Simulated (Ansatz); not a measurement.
# simple cubic against fcc along group 5

Method: DFT, PBEsol, plane waves (420 eV) with PAW, scalar-relativistic in Ansatz 0.2.0. The PAW files were generated under PBE, with cores re-solved for the functional.

Each structure is relaxed within its symmetry, in the lowest magnetic state of the tried starts. Differences under about 8 meV lie within the error of the k-point mesh.

| element | E(simple cubic) − E(fcc) (meV/atom) | V(simple cubic) (Å³/atom) | V(fcc) (Å³/atom) | state of simple cubic | state of fcc |
| --- | --- | --- | --- | --- | --- |
| V | 614 | 14.01 | 13.41 | spin not included | spin not included |
| Nb | 678 | 19.38 | 18.17 | spin not included | spin not included |
| Ta | ? | ? | ? | ? | ? |

Question: Fill in the row of Ta.

Answer: E(simple cubic) − E(fcc) (meV/atom): 902; V(simple cubic) (Å³/atom): 19.85; V(fcc) (Å³/atom): 18.21; state of simple cubic: spin not included; state of fcc: spin not included.
